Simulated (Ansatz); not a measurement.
Geometry optimisation, RKS PBE-D4/6-31G* (Ansatz).

Input:

```yaml
crystal:
  periodic: [false, false, false]
  atoms:
    - { symbol: H, position_ang: [-1.86455, -0.300394, -0.950351] }
    - { symbol: "N", position_ang: [-0.570213, -1.034772, 0.820934] }
    - { symbol: C, position_ang: [-0.212851, -0.148038, -0.040455] }
    - { symbol: "N", position_ang: [1.01026, 0.501908, -0.193776] }
    - { symbol: O, position_ang: [-1.060832, 0.248677, -1.039336] }
    - { symbol: H, position_ang: [0.190952, -1.236309, 1.48216] }
    - { symbol: H, position_ang: [0.964073, 1.358942, -0.745567] }
    - { symbol: H, position_ang: [1.543262, 0.609986, 0.666291] }
basis:
  gaussian: { orbitals: "6-31G*" }
hamiltonian:
  xc: pbe
  dispersion: d4
relax:
  f_tol: 0.03
  max_steps: 50
```

Run as:

```bash
$ ansatz run input.yaml --threads 1 --pin off --max-ram 2048MiB --backend cpu --events-out ev --progress --plain --runs-dir out
```

Task: Where does it end, and by what steps?

Result: The run converged. After 3 steps the energy has fallen by 0.008 eV; H1 moved furthest, 0.05 Å.

| step | energy less start (eV) | largest force component (eV/Å) | accepted |
| --- | --- | --- | --- |
| 0 | 0.0000 | 0.191 | yes |
| 1 | -0.0051 | 0.110 | yes |
| 2 | -0.0084 | 0.041 | yes |
| 3 | -0.0084 | 0.013 | yes |

```xyz
8
Properties=species:S:1:pos:R:3
H -1.850 -0.325 -0.904
N -0.583 -1.028 0.800
C -0.207 -0.139 -0.051
N 1.013 0.511 -0.196
O -1.060 0.242 -1.048
H 0.162 -1.238 1.477
H 0.972 1.373 -0.740
H 1.553 0.605 0.662
```

The run took 9.5 s on 1 thread of Arm Neoverse V1 (shared host), peak memory 0.13 GiB.
